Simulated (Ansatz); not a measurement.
The system is NiO.

```
Ni O
1.0
     0.00000    2.08590    2.08590
     2.08590    0.00000    2.08590
     2.08590    2.08590    0.00000
Ni O
1 1
Cartesian
  0.0000 0.0000 0.0000
  2.0859 2.0859 2.0859
```

Base run:

| Property | Result |
| --- | --- |
| Program | Ansatz 0.2.0 |
| Functional | PBEsol |
| Potentials or basis | all-electron LAPW, scalar-relativistic |
| Cutoff | 378 eV (chosen from the basis error) |
| Basis error allowed | 0.001 eV/atom |
| k mesh | 11 × 11 × 11 |
| Occupations | fermi-dirac, width 0.05 eV |
| Spin | collinear spin, ferromagnetic start |
| Starting moments | [1.0, 0.0] μB |

Its results: pressure -6.8 GPa; net moment 1.48 μB per cell; site moments Ni +1.24; O +0.23 μB.

Q: The run is repeated on the same cell with these changes: functional from PBEsol to LDA. What comes out?

A: Pressure -19.8 GPa; net moment -0.30 μB per cell; site moments Ni -0.26; O -0.04 μB.

LDA binds more tightly than PBEsol, so the same cell stands under less pressure.

Caveats: a cell with one magnetic atom can't hold antiferromagnetic order, which such compounds often take (some runs).
